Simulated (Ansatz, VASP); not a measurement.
**Se: VASP beside Ansatz**

```
Se
1.0
     3.53260    0.00000    0.00000
     0.00000    3.53260    0.00000
     0.00000    0.00000    2.22172
Se
1
Cartesian
  1.7663 1.7663 0.0000
```

Alike in both runs: task single point; functional PBE; k mesh 6 × 6 × 8; occupations gaussian, width 0.1 eV; no spin polarisation.

|  | VASP | Ansatz |
| --- | --- | --- |
| version | VASP 6.6.1 | Ansatz 0.2.0 |
| potentials or method | VASP PAW PBE potentials, release 64 (Se) | scalar-relativistic, plane waves, PAW |
| plane-wave cutoff (eV) | 520 | 420 |
| valence electrons in the cell | 6 | 16 |

|  | VASP | Ansatz | Ansatz less VASP |
| --- | --- | --- | --- |
| gap on the k mesh at the Fermi level (eV) | none | none | - |
| pressure (GPa) | 9.3 | 9.2 | -0.15 |
| largest component of the traceless stress (GPa) | 17.39 | 17.14 | -0.252 |

A gap of «none» marks a metal or a gap that the smearing closes. The functional is the same, so the differences come from potentials, cutoffs and numerics. The two sets of potentials don't hold the same shells in valence.
